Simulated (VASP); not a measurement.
# CaH (Fm-3m) in VASP: further runs

One crystal, CaH, is run at these levels: PBE, PBEsol, HSE06+TS, LDA; tasks: relaxation of cell and atoms, relaxation of the atoms, single point.

All numbers are computed with VASP 6.6.1; they aren't measurements. Logs are shortened: lines on timing, memory, paths and dates and some standing lists are left out, and cuts for length are marked.

## (1) The crystal as given

Symmetry: Fm-3m, No. 225, cubic system. Conventional cell: a = 5.146 Å, b = 5.146 Å, c = 5.146 Å, α = 90.00°, β = 90.00°, γ = 90.00°. Ca (site symmetry m-3m) has 6 H at 2.57 Å as nearest neighbours. H (site symmetry m-3m) is surrounded by 6 Ca at 2.57 Å.

The cell was built by a generator and needn't be a form met in nature.

## (2) Relaxation of cell and atoms, PBE

The input, INCAR:

```
SYSTEM = CaH
ALGO = Normal
EDIFF = 1E-6
EDIFFG = -0.01
ENCUT = 600
GGA = PE
IBRION = 2
ISIF = 3
ISMEAR = 0
LASPH = .True.
LCHARG = .False.
LREAL = .False.
LWAVE = .False.
NELM = 80
NSW = 40
PREC = Accurate
SIGMA = 0.05
```

The input, KPOINTS:

```
k-points
0
Gamma
  9 9 9
  0 0 0
```

The input, POSCAR:

```
CaH
1.0
    0.0000000000      2.5728200000      2.5728200000
    2.5728200000      0.0000000000      2.5728200000
    2.5728200000      2.5728200000      0.0000000000
Ca H
1 1
Direct
    0.5000000000      0.5000000000      0.5000000000
    0.0000000000      0.0000000000      0.0000000000
```

Potentials or basis: VASP PAW PBE potentials, release 64 (Ca_sv, H).

On the command line:

```sh
> cat potpaw_PBE.64/Ca_sv/POTCAR potpaw_PBE.64/H/POTCAR > POTCAR
> mpirun -np 1 vasp_std > vasp.out
```

OUTCAR:

```text
SYSTEM = CaH
   EDIFF = 1E-6
   EDIFFG = -0.01
   ENCUT = 600
   GGA = PE
   IBRION = 2
   ISIF = 3
   ISMEAR = 0
   LASPH = .True.
   LREAL = .False.
   NELM = 80
   NSW = 40
   PREC = Accurate

 ion  position               nearest neighbor table
   1  0.500  0.500  0.500-
   2  0.000  0.000  0.000-

  LATTYP: Found a face centered cubic cell.
 ALAT       =     5.1456400000

  Lattice vectors:

 A1 = (   0.0000000000,   2.5728200000,   2.5728200000)
 A2 = (   2.5728200000,   0.0000000000,   2.5728200000)
 A3 = (   2.5728200000,   2.5728200000,   0.0000000000)

Analysis of symmetry for initial positions (statically):
=====================================================================
 Subroutine PRICEL returns:
 Original cell was already a primitive cell.

 Routine SETGRP: Setting up the symmetry group for a
 face centered cubic supercell.

 Subroutine GETGRP returns: Found 48 space group operations
 (whereof 48 operations were pure point group operations)
 out of a pool of 48 trial point group operations.

The static configuration has the point symmetry O_h .

Analysis of symmetry for dynamics (positions and initial velocities):
=====================================================================
 Subroutine PRICEL returns:
 Original cell was already a primitive cell.

 Routine SETGRP: Setting up the symmetry group for a
 face centered cubic supercell.

 Subroutine GETGRP returns: Found 48 space group operations
 (whereof 48 operations were pure point group operations)
 out of a pool of 48 trial point group operations.

The dynamic configuration has the point symmetry O_h .

 Subroutine INISYM returns: Found 48 space group operations
 (whereof 48 operations are pure point group operations),
 and found     1 'primitive' translations

----------------------------------------------------------------------------------------

                                     Primitive cell

  volume of cell :      34.0611

  direct lattice vectors                    reciprocal lattice vectors
     0.000000000  2.572820000  2.572820000    -0.194339285  0.194339285  0.194339285
     2.572820000  0.000000000  2.572820000     0.194339285 -0.194339285  0.194339285
     2.572820000  2.572820000  0.000000000     0.194339285  0.194339285 -0.194339285

  length of vectors
     3.638516938  3.638516938  3.638516938     0.336605516  0.336605516  0.336605516

  position of ions in fractional coordinates (direct lattice)
     0.500000000  0.500000000  0.500000000
     0.000000000  0.000000000  0.000000000

  ion indices of the primitive-cell ions
   primitive index   ion index
                 1           1
                 2           2

----------------------------------------------------------------------------------------

 KPOINTS: k-points

Automatic generation of k-mesh.
 Grid dimensions read from file:
 generate k-points for:    9    9    9

 Generating k-lattice:

  Cartesian coordinates                     Fractional coordinates (reciprocal lattice)
    -0.021593254  0.021593254  0.021593254     0.111111111  0.000000000  0.000000000
     0.021593254 -0.021593254  0.021593254     0.000000000  0.111111111  0.000000000
     0.021593254  0.021593254 -0.021593254     0.000000000  0.000000000  0.111111111

  Length of vectors
     0.037400613  0.037400613  0.037400613

  Shift w.r.t. Gamma in fractional coordinates (k-lattice)
     0.000000000  0.000000000  0.000000000

 Subroutine IBZKPT returns following result:
 ===========================================

 Found     35 irreducible k-points:
[... 49 lines left out ...]
   NSW    =     40    number of steps for IOM
   IBRION =      2    ionic relax: 0-MD 1-quasi-New 2-CG
   NFREE  =      1    steps in history (QN), initial steepest desc. (CG)
   ISIF   =      3    stress and relaxation
   ISYM   =      2    0-nonsym 1-usesym 2-fastsym
   POTIM  = 0.5000    time-step for ionic-motion
   TEBEG  =    0.0;   TEEND  =   0.0 temperature during run
   PSTRESS=    0.0 pullay stress
   NELECT =      11.0000    total number of electrons
   NUPDOWN=      -1.0000    fix difference up-down
   EMIN   =  10.00;   EMAX   =-10.00  energy-range for DOS
[... 5 lines left out ...]
     AMIX     =   0.40;   BMIX     =  1.00
     AMIX_MAG =   1.60;   BMIX_MAG =  1.00
  volume/ion in A,a.u.               =      17.03       114.93
  Fermi-wavevector in a.u.,A,eV,Ry     =   1.123189  2.122520 17.164490  1.261554
  Thomas-Fermi vector in A             =   2.259854
   LORBIT       =      0    0 simple, 1 ext, 2 COOP (PROOUT), +10 PAW based schemes
   GGA     = PE    functional components
   LHFCALC =     F    Hartree Fock is set to
   AEXX    =    0.0000 exact exchange contribution
   IVDW    =     0    specifies the selected vdW correction
   LEPSILON=     F    determine dielectric tensor
   LRPA    =     F    only Hartree local field effects (RPA)
 conjugate gradient relaxation of ions
 non-spin polarized calculation
 Gauss-broadening in eV      SIGMA  =   0.05
  energy-cutoff  :      600.00
  volume of cell :       34.06
 maximum number of plane-waves:      1153
 NGX is ok and might be reduce to    30
   NGX = 15   NGY = 15   NGZ = 15

--------------------------------------- Ionic step        1  -------------------------------------------

 number of electron      11.0000000 magnetization

 Free energy of the ion-electron system (eV)
  ---------------------------------------------------
  ext. energy  EPLUGINS =         0.00000000
  ---------------------------------------------------
  free energy    TOTEN  =        -5.66944231 eV

  energy without entropy =       -5.66560833  energy(sigma->0) =       -5.66752532

------------------------ aborting loop because EDIFF is reached ----------------------------------------

  FORCE on cell =-STRESS in cart. coord.  units (eV):
  Direction    XX          YY          ZZ          XY          YZ          ZX
  --------------------------------------------------------------------------------------
  -------------------------------------------------------------------------------------
  Total        0.0317376      0.0317376      0.0317376      0.0000000      0.0000000      0.0000000
  in kB        1.4928833      1.4928833      1.4928833      0.0000000      0.0000000      0.0000000
  external PRESSURE =       1.4928833 kB  Pullay stress =       0.0000000 kB

 VOLUME and BASIS-vectors are now :
 -----------------------------------------------------------------------------
  energy-cutoff  :      600.00
  volume of cell :       34.06
      direct lattice vectors                 reciprocal lattice vectors
     0.000000000  2.572820000  2.572820000    -0.194339285  0.194339285  0.194339285
     2.572820000  0.000000000  2.572820000     0.194339285 -0.194339285  0.194339285
     2.572820000  2.572820000  0.000000000     0.194339285  0.194339285 -0.194339285

 POSITION                                       TOTAL-FORCE (eV/Angst)
 -----------------------------------------------------------------------------------
      2.57282      2.57282      2.57282         0.000000     -0.000000     -0.000000
      0.00000      0.00000      0.00000        -0.000000      0.000000      0.000000
 -----------------------------------------------------------------------------------
    total drift:                                0.000000     -0.000000      0.000000

  FREE ENERGIE OF THE ION-ELECTRON SYSTEM (eV)
  ---------------------------------------------------
  free  energy   TOTEN  =        -5.6694423099 eV

  energy  without entropy=       -5.6656083312  energy(sigma->0) =       -5.66752532

--------------------------------------- Ionic step        2  -------------------------------------------

 number of electron      11.0000000 magnetization

 Free energy of the ion-electron system (eV)
  ---------------------------------------------------
  ext. energy  EPLUGINS =         0.00000000
  ---------------------------------------------------
  free energy    TOTEN  =        -5.66949696 eV

  energy without entropy =       -5.66567714  energy(sigma->0) =       -5.66758705

 E-fermi :   3.5448     XC(G=0):  -8.8783

 val. band max:        3.5025752663   @ k =  -0.4444   0.3333   0.1111
 cond. band min:       3.5471232071   @ k =  -0.4444   0.3333   0.0000
 fundamental gap:      0.0445479409
 Fermi energy:         3.5448445819

 k-point     1 :       0.0000    0.0000    0.0000
  band No.  band energies     occupation
      1     -38.0362      2.00000
      2     -18.9227      2.00000
      3     -18.9227      2.00000
      4     -18.9227      2.00000
      5      -3.4787      2.00000
      6       5.9641      0.00000
      7       5.9641      0.00000
      8       5.9641      0.00000
      9       7.3391      0.00000
[... 265 lines left out ...]
 k-point    24 :       0.4444    0.4444    0.0000
  band No.  band energies     occupation
      1     -37.9877      2.00000
      2     -19.2013      2.00000
      3     -19.0281      2.00000
      4     -19.0281      2.00000
      5      -1.3966      2.00000
      6       3.7804      0.00000
      7       4.3425      0.00000
      8       8.2186      0.00000
      9       8.2450      0.00000

 [... further k-points ...]

------------------------ aborting loop because EDIFF is reached ----------------------------------------

  FORCE on cell =-STRESS in cart. coord.  units (eV):
  Direction    XX          YY          ZZ          XY          YZ          ZX
  --------------------------------------------------------------------------------------
  -------------------------------------------------------------------------------------
  Total        0.0162946      0.0162946      0.0162946     -0.0000000      0.0000000     -0.0000000
  in kB        0.7647142      0.7647142      0.7647142     -0.0000000      0.0000000     -0.0000000
  external PRESSURE =       0.7647142 kB  Pullay stress =       0.0000000 kB

 VOLUME and BASIS-vectors are now :
 -----------------------------------------------------------------------------
  energy-cutoff  :      600.00
  volume of cell :       34.14
      direct lattice vectors                 reciprocal lattice vectors
     0.000000000  2.574789627  2.574789627    -0.194190622  0.194190622  0.194190622
     2.574789627  0.000000000  2.574789627     0.194190622 -0.194190622  0.194190622
     2.574789627  2.574789627  0.000000000     0.194190622  0.194190622 -0.194190622

 POSITION                                       TOTAL-FORCE (eV/Angst)
 -----------------------------------------------------------------------------------
      2.57479      2.57479      2.57479        -0.000000      0.000000      0.000000
      5.14958      2.57479      2.57479         0.000000     -0.000000     -0.000000
 -----------------------------------------------------------------------------------
    total drift:                                0.000000     -0.000000      0.000000

  FREE ENERGIE OF THE ION-ELECTRON SYSTEM (eV)
  ---------------------------------------------------
  free  energy   TOTEN  =        -5.6694969583 eV

  energy  without entropy=       -5.6656771439  energy(sigma->0) =       -5.66758705

 reached required accuracy - stopping structural energy minimisation
```

Wall time 37 s (1 thread of Intel Xeon Platinum 8259CL at 2.50GHz (Skylake/Cascade Lake), shared host); peak memory 0.18 GiB.

What came out:

* Free energy: -5.6695 eV
* Relaxed volume: 17.07 Å³/atom
* Relaxed cell: a = 3.641 Å, b = 3.641 Å, c = 3.641 Å, α = 60.00°, β = 60.00°, γ = 60.00°
* Space group after relaxing (to 0.05 Å): Fm-3m (No. 225)
* Energy gained by relaxing: 0.0 meV/atom
* Ionic steps: 2
* Pressure after relaxing: 0.1 GPa
* Band gap on the k mesh: none (metal or under the smearing width)

Final structure:
```xyz
2
Lattice="0.0000 2.5748 2.5748 2.5748 0.0000 2.5748 2.5748 2.5748 0.0000" Properties=species:S:1:pos:R:3 pbc="T T T"
Ca    2.5748    2.5748    2.5748
H     5.1496    2.5748    2.5748
```

(Continued in part 2 of 3.)
